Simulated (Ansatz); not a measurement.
P:

```
P
1.0
     1.64774   -5.46504    0.00000
     1.64774    5.46504    0.00000
     0.00000    0.00000    4.54364
P
4
Direct
  0.90414 0.09586 0.58882
  0.09586 0.90414 0.41118
  0.59586 0.40414 0.08882
  0.40414 0.59586 0.91118
```

Base run:

| Quantity | Value |
| --- | --- |
| Program | Ansatz 0.2.0 |
| Functional | PBE0 |
| Potentials or basis | Ansatz PAW |
| Cutoff | 420 eV (not typed: the program's choice for these potentials) |
| k mesh | 5 × 5 × 4 |
| Occupations | fermi-dirac, width 0.05 eV |
| Spin | no spin polarisation |

Its results: band gap on the k mesh 1.68 eV, direct; pressure -0.2 GPa; largest force 0.145 eV/Å.

Problem. The run is repeated on the same cell with these changes: functional from PBE0 to r2SCAN; cutoff from 420 eV (not typed: the program's choice for these potentials) to 500 eV (not typed: the program's choice for these potentials). What comes out?

Solution. Band gap on the k mesh 0.57 eV, direct; pressure 0.8 GPa; largest force 0.086 eV/Å.

PBE0 gives the wider gap, since exact exchange removes part of the self-interaction.

Caveats: odd divisions of the mesh miss points on the zone boundary, where band edges often lie, so the gap on the mesh can be too wide; the PAW data sets come from PBE, with cores solved anew for the run's functional, which leaves a small shift of forces and pressure; the density of states is complete only up to the lowest level of the last band computed; the thresholds are loose for stress (some runs).

A k mesh can miss the band edges.
